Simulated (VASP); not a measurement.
# C: NMR shieldings and orbital susceptibility

C, Fd-3m (no. 227), 2 atoms in the cell. PBE, GIPAW shieldings; PAW potentials C (PBE set).

## Input

INCAR:
```
SYSTEM = C
  GGA = PE
  PREC = Accurate
  ENCUT = 650
  EDIFF = 1E-8
  LREAL = .False.
  LASPH = .True.
  ALGO = Normal
  NELM = 120
  LWAVE = .False.
  LCHARG = .False.
  LCHIMAG = .True.
  LNMR_SYM_RED = .True.
  NLSPLINE = .True.
  ISMEAR = 0
  SIGMA = 0.01
  KPAR = 2
```

KPOINTS:
```
k-points
0
Gamma
  11 11 11
```

POSCAR:
```
C
1.0
    0.0000000000      1.7833700000      1.7833700000
    1.7833700000      0.0000000000      1.7833700000
    1.7833700000      1.7833700000      0.0000000000
C
2
Direct
    0.7500000000      0.7500000000      0.7500000000
    0.5000000000      0.5000000000      0.5000000000
```

Commands:
```
cat potpaw_PBE.64/C/POTCAR > POTCAR
mpirun -np 2 vasp_std > vasp.out
```

## Result

- Orbital susceptibility (1e-6 cm³ per mole of cells): -10.0

Absolute shieldings:

| Atoms | Isotropic (ppm) | Span (ppm) |
|---|---|---|
| C1, C2 | 135.4 | 0.0 |

Two forms of the response, pGv and vGv, give -10.0 and -11.2 x 10^-6 cm³/mol for the orbital susceptibility of the cell.

The shieldings include the G = 0 term, which follows from the susceptibility (pGv form unless LVGVAPPL = T).

Limits: The pGv and vGv forms of the susceptibility differ by more than 5 %, and the shieldings take over part of that uncertainty through the G = 0 term.

VASP 6.6.1 took 76 s on 2 cores (AMD EPYC 9R45 (Zen 5)), a shared host.
